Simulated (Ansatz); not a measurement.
**Density of states of AlFe**

Space group Pm-3m (No. 221). a = 2.910 Å, b = 2.910 Å, c = 2.910 Å, α = 90.00°, β = 90.00°, γ = 90.00°
| atom | site | symmetry | x | y | z |
| --- | --- | --- | --- | --- | --- |
| Al | 1a | m-3m | 0.0000 | 0.0000 | 0.0000 |
| Fe | 1b | m-3m | 0.5000 | 0.5000 | 0.5000 |

The runs use the primitive cell with vectors (2.910, 0.000, 0.000), (0.000, 2.910, 0.000), (0.000, 0.000, 2.910) Å, to which the k mesh refers.

The structure is cubic, space group Pm-3m (No. 221). Conventional cell: a = 2.910 Å, b = 2.910 Å, c = 2.910 Å, α = 90.00°, β = 90.00°, γ = 90.00°. Around Al (site symmetry m-3m) lie 8 Fe at 2.52 Å. Around Fe (site symmetry m-3m) lie 8 Al at 2.52 Å.

The cell comes from COD entry 1541193, which wasn't checked; take it as a given geometry.

Other magnetic orders may lie lower; this is the state that the run reached.

Computed with DFT, PBE, all-electron LAPW, scalar-relativistic in Ansatz 0.2.0.

Numerical set-up: a Γ-centred 12×12×12 k mesh, Fermi–Dirac smearing of 0.05 eV, basis error target 0.5 meV/atom, spin-polarised from start moments Fe2 3 μB, ending with a cell moment of 0.74 μB.

States per eV and cell, averaged over 0.4 eV, from -10.2 to 5.2 eV, with energies (bin centres) from the Fermi level; empty bins are left out. The partial columns, the largest 4 alone, are projections on Löwdin-orthogonalised atomic shells (those that the program's projection atoms carry: the occupied ones and, for some elements, an empty d or f shell; other empty shells have no column), summed over atoms of an element and both spins. Weights on diffuse s and p shells depend on that basis and aren't pure angular character.

```json
{"E (eV)": "-10.1", "spin-up": "0.02", "spin-down": "0.02", "Fe 3d": "0.00", "Al 3p": "0.00", "Al 3s": "0.02", "Fe 4s": "0.02"}
{"E (eV)": "-9.7", "spin-up": "0.06", "spin-down": "0.06", "Fe 3d": "0.00", "Al 3p": "0.02", "Al 3s": "0.04", "Fe 4s": "0.04"}
{"E (eV)": "-9.3", "spin-up": "0.08", "spin-down": "0.08", "Fe 3d": "0.00", "Al 3p": "0.04", "Al 3s": "0.06", "Fe 4s": "0.05"}
{"E (eV)": "-8.9", "spin-up": "0.10", "spin-down": "0.10", "Fe 3d": "0.00", "Al 3p": "0.06", "Al 3s": "0.07", "Fe 4s": "0.06"}
{"E (eV)": "-8.5", "spin-up": "0.11", "spin-down": "0.11", "Fe 3d": "0.00", "Al 3p": "0.08", "Al 3s": "0.08", "Fe 4s": "0.06"}
{"E (eV)": "-8.1", "spin-up": "0.13", "spin-down": "0.13", "Fe 3d": "0.00", "Al 3p": "0.09", "Al 3s": "0.10", "Fe 4s": "0.06"}
{"E (eV)": "-7.7", "spin-up": "0.15", "spin-down": "0.15", "Fe 3d": "0.01", "Al 3p": "0.11", "Al 3s": "0.11", "Fe 4s": "0.06"}
{"E (eV)": "-7.3", "spin-up": "0.17", "spin-down": "0.17", "Fe 3d": "0.01", "Al 3p": "0.13", "Al 3s": "0.13", "Fe 4s": "0.06"}
{"E (eV)": "-6.9", "spin-up": "0.19", "spin-down": "0.19", "Fe 3d": "0.02", "Al 3p": "0.14", "Al 3s": "0.15", "Fe 4s": "0.05"}
{"E (eV)": "-6.5", "spin-up": "0.23", "spin-down": "0.22", "Fe 3d": "0.03", "Al 3p": "0.16", "Al 3s": "0.20", "Fe 4s": "0.05"}
{"E (eV)": "-6.1", "spin-up": "0.26", "spin-down": "0.25", "Fe 3d": "0.05", "Al 3p": "0.17", "Al 3s": "0.24", "Fe 4s": "0.04"}
{"E (eV)": "-5.7", "spin-up": "0.28", "spin-down": "0.25", "Fe 3d": "0.09", "Al 3p": "0.18", "Al 3s": "0.21", "Fe 4s": "0.03"}
{"E (eV)": "-5.3", "spin-up": "0.32", "spin-down": "0.28", "Fe 3d": "0.14", "Al 3p": "0.21", "Al 3s": "0.20", "Fe 4s": "0.03"}
{"E (eV)": "-4.9", "spin-up": "0.34", "spin-down": "0.31", "Fe 3d": "0.20", "Al 3p": "0.22", "Al 3s": "0.19", "Fe 4s": "0.03"}
{"E (eV)": "-4.5", "spin-up": "0.28", "spin-down": "0.29", "Fe 3d": "0.18", "Al 3p": "0.23", "Al 3s": "0.12", "Fe 4s": "0.04"}
{"E (eV)": "-4.1", "spin-up": "0.30", "spin-down": "0.28", "Fe 3d": "0.18", "Al 3p": "0.25", "Al 3s": "0.09", "Fe 4s": "0.04"}
{"E (eV)": "-3.7", "spin-up": "0.37", "spin-down": "0.32", "Fe 3d": "0.23", "Al 3p": "0.31", "Al 3s": "0.08", "Fe 4s": "0.06"}
{"E (eV)": "-3.3", "spin-up": "0.95", "spin-down": "0.43", "Fe 3d": "0.64", "Al 3p": "0.55", "Al 3s": "0.08", "Fe 4s": "0.09"}
{"E (eV)": "-2.9", "spin-up": "0.69", "spin-down": "0.86", "Fe 3d": "0.82", "Al 3p": "0.58", "Al 3s": "0.07", "Fe 4s": "0.05"}
{"E (eV)": "-2.5", "spin-up": "1.00", "spin-down": "0.64", "Fe 3d": "1.06", "Al 3p": "0.50", "Al 3s": "0.04", "Fe 4s": "0.01"}
{"E (eV)": "-2.1", "spin-up": "1.25", "spin-down": "1.09", "Fe 3d": "1.60", "Al 3p": "0.68", "Al 3s": "0.01", "Fe 4s": "0.01"}
{"E (eV)": "-1.7", "spin-up": "0.86", "spin-down": "0.95", "Fe 3d": "1.47", "Al 3p": "0.26", "Al 3s": "0.00", "Fe 4s": "0.03"}
{"E (eV)": "-1.3", "spin-up": "2.04", "spin-down": "0.64", "Fe 3d": "2.40", "Al 3p": "0.16", "Al 3s": "0.01", "Fe 4s": "0.06"}
{"E (eV)": "-0.9", "spin-up": "2.93", "spin-down": "1.21", "Fe 3d": "3.77", "Al 3p": "0.22", "Al 3s": "0.01", "Fe 4s": "0.06"}
{"E (eV)": "-0.5", "spin-up": "1.35", "spin-down": "1.66", "Fe 3d": "2.72", "Al 3p": "0.18", "Al 3s": "0.01", "Fe 4s": "0.04"}
{"E (eV)": "-0.1", "spin-up": "0.30", "spin-down": "2.64", "Fe 3d": "2.65", "Al 3p": "0.17", "Al 3s": "0.01", "Fe 4s": "0.03"}
{"E (eV)": "0.3", "spin-up": "0.17", "spin-down": "1.32", "Fe 3d": "1.34", "Al 3p": "0.09", "Al 3s": "0.00", "Fe 4s": "0.01"}
{"E (eV)": "0.7", "spin-up": "0.70", "spin-down": "0.22", "Fe 3d": "0.72", "Al 3p": "0.14", "Al 3s": "0.01", "Fe 4s": "0.02"}
{"E (eV)": "1.1", "spin-up": "0.65", "spin-down": "0.37", "Fe 3d": "0.75", "Al 3p": "0.19", "Al 3s": "0.02", "Fe 4s": "0.03"}
{"E (eV)": "1.5", "spin-up": "0.41", "spin-down": "0.97", "Fe 3d": "0.97", "Al 3p": "0.29", "Al 3s": "0.04", "Fe 4s": "0.04"}
{"E (eV)": "1.9", "spin-up": "0.30", "spin-down": "0.47", "Fe 3d": "0.42", "Al 3p": "0.24", "Al 3s": "0.04", "Fe 4s": "0.02"}
{"E (eV)": "2.3", "spin-up": "0.21", "spin-down": "0.33", "Fe 3d": "0.24", "Al 3p": "0.21", "Al 3s": "0.03", "Fe 4s": "0.01"}
{"E (eV)": "2.7", "spin-up": "0.12", "spin-down": "0.21", "Fe 3d": "0.12", "Al 3p": "0.15", "Al 3s": "0.02", "Fe 4s": "0.00"}
{"E (eV)": "3.1", "spin-up": "0.14", "spin-down": "0.13", "Fe 3d": "0.07", "Al 3p": "0.10", "Al 3s": "0.02", "Fe 4s": "0.03"}
{"E (eV)": "3.5", "spin-up": "0.38", "spin-down": "0.17", "Fe 3d": "0.13", "Al 3p": "0.11", "Al 3s": "0.05", "Fe 4s": "0.16"}
{"E (eV)": "3.9", "spin-up": "0.55", "spin-down": "0.39", "Fe 3d": "0.23", "Al 3p": "0.17", "Al 3s": "0.20", "Fe 4s": "0.21"}
{"E (eV)": "4.3", "spin-up": "0.52", "spin-down": "0.59", "Fe 3d": "0.26", "Al 3p": "0.24", "Al 3s": "0.30", "Fe 4s": "0.16"}
{"E (eV)": "4.7", "spin-up": "0.46", "spin-down": "0.55", "Fe 3d": "0.21", "Al 3p": "0.28", "Al 3s": "0.28", "Fe 4s": "0.11"}
{"E (eV)": "5.1", "spin-up": "0.39", "spin-down": "0.46", "Fe 3d": "0.15", "Al 3p": "0.28", "Al 3s": "0.22", "Fe 4s": "0.09"}
```

Question: Which of the resolved shells contributes most within 0.3 eV of the Fermi level?

Answer: Fe 3d, with 90 % of all states there; Al 3p follows with 6 %.

Question: Where is the centre of the filled Fe 3d states between -14 eV and the top of the filled states?

Answer: -1.55 eV from the Fermi level.
